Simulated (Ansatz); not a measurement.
Here is an Ansatz 0.2.0 calculation.

Contents of input:

```
crystal:
  lattice:
    - [2.9380209034, 0.0, 0.0]
    - [-1.4690104517, 2.5444007392, 0.0]
    - [0.0, 0.0, 2.67968]
  atoms:
    - { symbol: Mg, position: [0.0, 0.0, 0.0] }
    - { symbol: O, position: [0.3333333333, 0.6666666667, 0.5] }
hamiltonian:
  xc: { exchange: pbe, correlation: pbe, exx: { coeff: 0.25, omega: 0.3 } }
  pseudopotentials: { kind: paw }
kpoints:
  mp_grid: { grid: [5, 5, 5] }
scf:
  occupations: { method: fermi_dirac, width: 0.05 }
output:
  forces: true
  stress: true
  eigenvalues: true
relax:
  f_tol: 0.01
  max_steps: 40
  cell: { stress_tol: 0.05 }
```

Q: Estimate the space group after relaxing (to 0.05 Å).

A: P-6m2 (No. 187).

Q: Estimate the relaxed cell.

A: a = 2.901 Å, b = 2.901 Å, c = 2.646 Å, α = 90.00°, β = 90.00°, γ = 120.00°.

Q: Estimate the band gap on the k mesh.

A: 4.70 eV, indirect (least direct gap 5.12 eV).

The path:
| step | energy change (eV) | largest force (eV/Å) | volume (Å³) |
| --- | --- | --- | --- |
| 1 | 0.0000 | 0.0000 | 20.03 |
| 2 | -0.0103 | 0.0000 | 19.68 |
| 3 | -0.0149 | 0.0000 | 19.28 |
| 4 | -0.0149 | 0.0000 | 19.29 |
| 5 | -0.0149 | 0.0000 | 19.30 |
| 6 | -0.0134 | 0.0000 | 19.30 |
| 7 | -0.0134 | 0.0000 | 19.28 |
| 8 | -0.0134 | 0.0000 | 19.28 |

Caveat: the k mesh is coarse (spacing up to 0.49 Å⁻¹), so the values aren't converged, least of all with exact exchange; odd divisions of the mesh miss points on the zone boundary, where band edges often lie, so the gap on the mesh can be too wide; the plane-wave basis is chosen anew once the cell has moved, so the energies of steps on either side of that aren't comparable; the PAW data sets come from PBE, with cores solved anew for the run's functional, which leaves a small shift of forces and pressure. A k mesh can miss the band edges.
